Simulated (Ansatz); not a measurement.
# GaP: band edges up the ladder

One table from this session's results is given with a row withheld; the runs are named, their logs left out.

Program: Ansatz 0.2.0. Level of theory: DFT PBEsol, scalar-relativistic, plane waves, PAW. These are calculated values, not measurements.

That is the level of the relaxation; later steps name their own.

1 further run of the same task is left out (set aside as unsound or not needed).

## The structure to begin with

Symmetry: F-43m, No. 216, cubic system. The conventional cell has a = 5.438 Å, b = 5.438 Å, c = 5.438 Å, α = 90.00°, β = 90.00°, γ = 90.00°. Around Ga (site symmetry -43m) lie 4 P at 2.35 Å. Around P (site symmetry -43m) lie 4 Ga at 2.35 Å.

Coordinates:

```cif
data_structure
_symmetry_space_group_name_H-M 'F-43m'
_symmetry_Int_Tables_number 216
_cell_length_a 5.4385
_cell_length_b 5.4385
_cell_length_c 5.4385
_cell_angle_alpha 90.000
_cell_angle_beta 90.000
_cell_angle_gamma 90.000
_cell_volume 160.85
loop_
_atom_site_label
_atom_site_type_symbol
_atom_site_symmetry_multiplicity
_atom_site_Wyckoff_symbol
_atom_site_fract_x
_atom_site_fract_y
_atom_site_fract_z
_atom_site_occupancy
Ga1 Ga 4 a 0.00000 0.00000 0.00000 1
P1 P 4 d 0.25000 0.25000 0.75000 1
```

This cell was relaxed beforehand with the same method: volume 20.11 Å³/atom, gap on the mesh 1.50 eV.

Set-up of the first run:

File input.yaml:

```yaml
crystal:
  lattice:
    - [0.0, 2.7192250931, 2.7192250931]
    - [2.7192250931, 0.0, 2.7192250931]
    - [2.7192250931, 2.7192250931, 0.0]
  atoms:
    - { symbol: Ga, position: [0.0, 0.0, 0.0] }
    - { symbol: P, position: [0.25, 0.25, 0.25] }
basis:
  ecutwfc: 420
kpoints:
  mp_grid: { grid: [8, 8, 8] }
  band_path: { path: [VBM, CBM], npoints: 2 }
hamiltonian:
  xc: pbesol
scf:
  occupations: { method: gaussian, width: 0.02 }
output:
  forces: true
  stress: true
  eigenvalues: true
```

The run is started by

```console
> ansatz run input.yaml --threads 2 --pin off --max-ram 5120MiB --backend cpu --events-out ev --progress --plain --runs-dir out
```

Among the steps run: Band edges over the whole zone; The run at PBEsol, 250 eV and coarse mesh; Levels with LDA; Levels with PBE0; Levels with Hartree-Fock.

One table of the session follows, with a row left open; its other results are not shown here.

```
                         level  gap (eV)  least direct gap (eV)
PBEsol, 250 eV and coarse mesh      1.44                   1.85
                           LDA         ?                      ?
                          PBE0      2.91                   3.51
                  Hartree-Fock      7.59                   9.16
```

Q: Estimate the row for LDA from the others.

The run gave: gap (eV): 1.43; least direct gap (eV): 1.66. In the column «gap (eV)» it is the lowest.

Gaps are by band count over the mesh and the named points; a gap of 0 means that the bands overlap or touch.

Caveats from the session: Warnings in the runs' records: cutoff below recommended.
